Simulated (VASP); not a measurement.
A run of VASP 6.6.1 is set up as follows.

File INCAR:

```
SYSTEM = Ti2O3
ALGO = Fast
EDIFF = 1E-7
ENCUT = 700
GGA = PS
ISIF = 2
ISMEAR = 0
KPAR = 4
LASPH = .True.
LCHARG = .False.
LREAL = .False.
LWAVE = .False.
NBANDS = 53
NELM = 80
PREC = Accurate
SIGMA = 0.02
```

The input KPOINTS:

```
k-points
0
Gamma
  6 6 6
  0 0 0
```

File POSCAR:

```
Ti2O3
1.0
    2.5630000000      1.4797487400      4.6260000000
   -2.5630000000      1.4797487400      4.6260000000
    0.0000000000     -2.9594974800      4.6260000000
Ti O
4 6
Direct
    0.3467200000      0.3467200000      0.3467200000
    0.1532800000      0.1532800000      0.1532800000
    0.6532800000      0.6532800000      0.6532800000
    0.8467200000      0.8467200000      0.8467200000
    0.5607000000      0.9393000000      0.2500000000
    0.2500000000      0.5607000000      0.9393000000
    0.9393000000      0.2500000000      0.5607000000
    0.4393000000      0.0607000000      0.7500000000
    0.7500000000      0.4393000000      0.0607000000
    0.0607000000      0.7500000000      0.4393000000
```

Potentials or basis: VASP PAW PBE potentials, release 64 (Ti_sv, O).

Run with:

```sh
$ cat potpaw_PBE.64/Ti_sv/POTCAR potpaw_PBE.64/O/POTCAR > POTCAR
$ mpirun -np 4 vasp_std > vasp.out
```

(1) Estimate the band gap on the k mesh.

(2) What does it give for the largest force?

(3) Estimate the pressure.

## Answers

(1) none (metal or under the smearing width).

(2) 0.177 eV/Å.

(3) -7.4 GPa.

Caveat: the PAW data sets were made with another functional, which shifts forces and pressure a little; semilocal functionals often make such compounds metallic where correlation or magnetic order opens a gap, which also shifts bond lengths.

**Measured values to compare with.**

“The c-axis dimer and its electronic break-up: the insulator-to-metal transition in Ti2O3”, 2017, arxiv:1710.08771 quotes, for a bulk crystal of Ti2O3: band gap 0.2 eV (optical).

Measured gap of Ti2O3: 0.2 eV (optical; quoted in “The c-axis dimer and its electronic break-up: the insulator-to-metal transition in Ti2O3”, 2017, arxiv:1710.08771). This calculation gives 0.00 eV (-0.20 eV). The value is that of PBEsol on a finite k mesh, which can miss the band edges, without temperature or zero-point motion. Semilocal functionals fall short of measured gaps as a rule.
